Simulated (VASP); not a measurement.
## MgO2: single point with PBEsol

The system is MgO2.

```
Mg O
1.0
     4.84083    0.00000    0.00000
     0.00000    4.84083    0.00000
     0.00000    0.00000    4.84083
Mg O
4 8
Direct
  0.00000 0.50000 0.50000
  0.50000 0.50000 0.00000
  0.50000 0.00000 0.50000
  0.00000 0.00000 0.00000
  0.41163 0.08837 0.91163
  0.08837 0.91163 0.41163
  0.91163 0.41163 0.08837
  0.58837 0.58837 0.58837
  0.41163 0.41163 0.41163
  0.08837 0.58837 0.91163
  0.91163 0.08837 0.58837
  0.58837 0.91163 0.08837
```

The cell is a database's computed one.

The cell isn't the ideal one: cell and atoms relaxed tightly for response.

```yaml
Program: VASP 6.6.1
Task: single point
Functional: PBEsol
Potentials_or_basis: VASP PAW PBE potentials, release 64 (Mg, O)
Cutoff: 520 eV
k_mesh: 6 × 6 × 6
Occupations: gaussian, width 0.01 eV
Spin: no spin polarisation
Dipole_correction: no
Further_INCAR_settings: ALGO = Fast; EDIFF = 1e-07; NBANDS = 40
```

```json
{"Pressure": "-0.1 GPa", "Largest force": "0.198 eV/Å", "Band gap on the k mesh": "3.95 eV, indirect (least direct gap 4.07 eV)"}
```

Forces in eV/Å, atoms in the order of the input:
```
Mg   0.000  0.000  0.000
Mg   0.000  0.000  0.000
Mg   0.000  0.000  0.000
Mg   0.000  0.000  0.000
O   -0.114  0.114 -0.114
O    0.114 -0.114 -0.114
O   -0.114 -0.114  0.114
O    0.114  0.114  0.114
O   -0.114 -0.114 -0.114
O    0.114  0.114 -0.114
O   -0.114  0.114  0.114
O    0.114 -0.114  0.114
```

Levels at points of the mesh, in eV from the valence-band top:
| k point | band 26 | band 27 | band 28 | band 29 | band 30 | band 31 |
| --- | --- | --- | --- | --- | --- | --- |
| (0.00, 0.00, 0.00) | -0.50 | 0.00 | 0.00 | 4.63 | 4.63 | 4.63 |
| (0.50, 0.00, 0.00) | -0.72 | -0.12 | -0.12 | 4.01 | 4.01 | 4.50 |
| (0.50, 0.50, 0.00) | -0.50 | -0.50 | -0.50 | 4.25 | 4.25 | 4.25 |
| (0.50, 0.50, 0.50) | -0.56 | -0.56 | -0.56 | 4.57 | 4.57 | 4.57 |

It took 47 s on 1 thread of Intel(R) Xeon(R) 6975P-C (Granite Rapids), with other jobs on the host, peak memory 0.24 GiB.

Caveat: the PAW data sets were made with another functional, which shifts forces and pressure a little. A k mesh can miss the band edges.
